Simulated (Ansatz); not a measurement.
The system is InP.

```
In P
1.0
     0.00000    2.76883    2.76883
     2.76883    0.00000    2.76883
     2.76883    2.76883    0.00000
In P
1 1
Direct
  0.00000 0.00000 0.00000
  0.50000 0.50000 0.50000
```

Measurements of this composition are mostly on another form, of space group No. 216.

```yaml
Program: Ansatz 0.2.0
Task: relaxation of cell and atoms
Functional: PBE0
Potentials_or_basis: Ansatz PAW
Cutoff: "420 eV (not typed: the program's choice for these potentials)"
k_mesh: 4 × 4 × 4
Occupations: fermi-dirac, width 0.05 eV
Spin: no spin polarisation
```

At the start: volume 21.23 Å³/atom.

Question: How do energy, volume and symmetry change on relaxing?

Answer: It ends after 5 steps and the volume is 20.55 Å³/atom (-3.2 %); space group Fm-3m (No. 225, to 0.05 Å).

The path:
```
step  energy change (eV)  largest force (eV/Å)  volume (Å³)
   1              0.0000                0.0000        42.45
   2             -0.0023                0.0000        39.91
   3             -0.0122                0.0000        41.17
   4             -0.0122                0.0000        41.10
   5             -0.0119                0.0000        41.10
```

Final structure:
```
CELL_PARAMETERS angstrom
0.00000 2.73904 2.73904
2.73904 0.00000 2.73904
2.73904 2.73904 0.00000
ATOMIC_POSITIONS crystal
In 0.00000 0.00000 0.00000
P 0.50000 0.50000 0.50000
```

Caveat: the k mesh is coarse (spacing up to 0.49 Å⁻¹), so the values aren't converged, least of all with exact exchange; the plane-wave basis is chosen anew once the cell has moved, so the energies of steps on either side of that aren't comparable; the PAW data sets come from PBE, with cores solved anew for the run's functional, which leaves a small shift of forces and pressure.
